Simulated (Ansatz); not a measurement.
Crystals in the rock-salt structure, computed with LDA in Ansatz (plane-wave DFT, scalar-relativistic, harmonic phonons, no LO–TO term at Γ; fixed occupations; no spin; PAW, where unfrozen means all-electron datasets; each on its own modest k mesh, which can be coarse for ε∞).

One of them, on the k mesh 6×6×6 in its relaxed cell of 16.9 Å³ an atom, gives top Γ mode (cm⁻¹) 251; lowest mode at X = [0.5, 0, 0.5] (cm⁻¹) 125; top mode at X = [0.5, 0, 0.5] (cm⁻¹) 313; mean ε∞ 5.49; mean Born charge of the cation or first site (e) 2.30 (phonons by linear response).

Caveats: coarse k mesh.

(1) Which crystal is it?
A. LiF
B. MgS
C. NaCl
D. SrO

Results:

(1) B. It is MgS. The others give, for the top Γ mode in cm⁻¹: LiF 341 on 6×6×6, NaCl 188 on 6×6×6, SrO 216 on 6×6×6.
